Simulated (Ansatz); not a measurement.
Rows from a G0W0 calculation on HfS2 (1T monolayer) (Ansatz 0.2.0; G0W0 on PBE, plane waves, PAW; PAW set soft_1; 6×6×1 mesh, 175 empty bands, screening to 38 eV, PAW set soft_1 files), in eV. Spin-orbit coupling is left out.

| row | k | band | start | Σx | Σc at the solution | Vxc |
| --- | --- | --- | --- | --- | --- | --- |
| A | (0.000, -0.500, 0.000) | v2 | -7.654 | -17.987 | 2.694 | -14.891 |
| B | Γ | c1 | -4.290 | -10.761 | -4.134 | -15.905 |
| C | Γ | v1 | -6.341 | -18.622 | 2.085 | -16.328 |
| D | (0.000, -0.500, 0.000) | c1 | -5.122 | -10.241 | -3.427 | -14.545 |
| E | (0.000, -0.500, 0.000) | v1 | -7.396 | -18.597 | 2.546 | -15.705 |
| F | (0.000, -0.500, 0.000) | c2 | -2.198 | -11.830 | -5.230 | -18.186 |

**Question.** Give the quasiparticle energies and the shift of each level.

The quasiparticle equation reads E = start + Σx + Σc(E) − Vxc.

| row | E (eV) | shift (eV) |
| --- | --- | --- |
| A | -8.056 | −0.402 |
| B | -3.280 | +1.010 |
| C | -6.550 | −0.209 |
| D | -4.246 | +0.877 |
| E | -7.742 | −0.346 |
| F | -1.072 | +1.125 |

Limits: not at the basis limit; coarse mesh for a sheet; no spin-orbit coupling.

[Runs of the session that timed out or met a known fault of the program may be left out.]

[Cells called generated may have been cut or substituted from an entry of the Crystallography Open Database or the Materials Project.]

[Hosts, paths, dates, database ids (printed as entryN), source tags and the programs' standing remarks are cut or masked in the printed files.]
